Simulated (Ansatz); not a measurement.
# H (bcc type): how the settings move a single-point run

How sensitive is a single-point run of H (bcc type) to its settings? A reference run comes first, then one run with altered input.

Method: reference: DFT, PBE, PAW with Ansatz's default frozen-core files, scalar-relativistic, in Ansatz 0.2.0.

1 further run of the same task is left out (set aside as unsound or not needed).

**1. Starting point**

Symmetry: Im-3m, No. 229, cubic system. Conventional cell: a = 1.780 Å, b = 1.780 Å, c = 1.780 Å, α = 90.00°, β = 90.00°, γ = 90.00°. Around H (site symmetry m-3m) lie 8 H at 1.54 Å.

Coordinates:

```cif
data_structure
_symmetry_space_group_name_H-M 'Im-3m'
_symmetry_Int_Tables_number 229
_cell_length_a 1.7797
_cell_length_b 1.7797
_cell_length_c 1.7797
_cell_angle_alpha 90.000
_cell_angle_beta 90.000
_cell_angle_gamma 90.000
_cell_volume 5.64
loop_
_atom_site_label
_atom_site_type_symbol
_atom_site_symmetry_multiplicity
_atom_site_Wyckoff_symbol
_atom_site_fract_x
_atom_site_fract_y
_atom_site_fract_z
_atom_site_occupancy
H1 H 2 a 0.00000 0.00000 0.00000 1
```

**2. Baseline**

File input.yaml:

```yaml
crystal:
  lattice:
    - [-0.8898372706, 0.8898372706, 0.8898372706]
    - [0.8898372706, -0.8898372706, 0.8898372706]
    - [0.8898372706, 0.8898372706, -0.8898372706]
  atoms:
    - { symbol: H, position: [0.0, 0.0, 0.0] }
kpoints:
  mp_grid: { grid: [20, 20, 20] }
scf:
  occupations: { method: fermi_dirac, width: 0.05 }
hamiltonian:
  xc: pbe
  pseudopotentials: { kind: paw }
output:
  forces: true
  stress: true
  eigenvalues: true
  efg: { contact_densities: true }
```

Started as:

```sh
> ansatz run input.yaml --threads 1 --pin off --max-ram 2048MiB --backend cpu --events-out ev --progress --plain --runs-dir out
```

**3. Changed: eigensolver.kind davidson, xc_grid 3, basis.precision f64**

Edit input.yaml of step 2 so:

```diff
@@ -11,2 +11,3 @@
   occupations: { method: fermi_dirac, width: 0.05 }
+  eigensolver: { kind: davidson }
 hamiltonian:
@@ -19 +20,8 @@
   efg: { contact_densities: true }
+  write_density: true
+  write_potential: true
+  elf: true
+  volumetric_format: npy
+basis:
+  xc_grid: 3
+  precision: f64
```

**Question.** What will these runs give? Wanted: for each run, ending; energy change; pressure; gap; force.

As calculated:

| run | ending | energy change | pressure (GPa) | gap (eV) | force (eV/Å) | cycles | time |
| --- | --- | --- | --- | --- | --- | --- | --- |
| reference | converged | 0 | 6.2 | 0.00 | 0.00 | 6 | 1.1 s |
| 1: eigensolver.kind davidson, xc_grid 3, basis.precision f64 | converged | 0.0 meV/atom | 6.2 | 0.00 | 0.00 | 6 | 1 s |

Times don't compare one to one where runs were asked for different outputs or read a saved state (see the inputs); cycles may leave out searches for a lower state.

Residual by cycle in the longest SCF loop of each run; runs are numbered as in the table. The quantity is the density residual dr2, in eV.

| cycle | reference | run 1 |
| --- | --- | --- |
| 1 | 9.0e-5 | 9.4e-5 |
| 2 | 2.5e-5 | 2.4e-5 |
| 3 | 8.1e-8 | 5.0e-9 |
| 4 | 1.6e-8 | 8.1e-11 |
| 5 | 3.9e-12 | 2.0e-15 |
| 6 | 8.1e-13 | 5.5e-18 |

The changed input (solver, numerical grids and arithmetic precision) leaves the energy the same to the digits printed.
